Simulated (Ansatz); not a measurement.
Wires are cut from relaxed bulk MgO (Fm-3m, 9.36 Å³/atom, gap on the mesh 4.62 eV); atoms and period are relaxed, and energies count from that bulk.

All numbers below come from Ansatz 0.2.0, DFT PBEsol, scalar-relativistic, plane waves, PAW.

Cutoff 420 eV, Gaussian smearing of 0.05 eV, energies at zero smearing, symmetry of each start kept, no spin polarisation.

```csv
start,atoms,k mesh,excess energy (eV per host atom),line energy (eV/Å),period (Å),gap on the mesh (eV),highest filled level or Fermi level under vacuum (eV)
"[001] wire, 16 host atoms a period",16,1×1×8,0.546,2.244,3.895,3.15,5.40
"[001] wire, 24 host atoms a period",24,1×1×8,0.346,2.080,3.997,3.51,5.39
```

Each run keeps its start's symmetry and one magnetic start, so lower states can exist.

Cost: 2 runs of about 26 core-minutes in all, on AMD EPYC 7R43 (Zen 3) (shared hosts).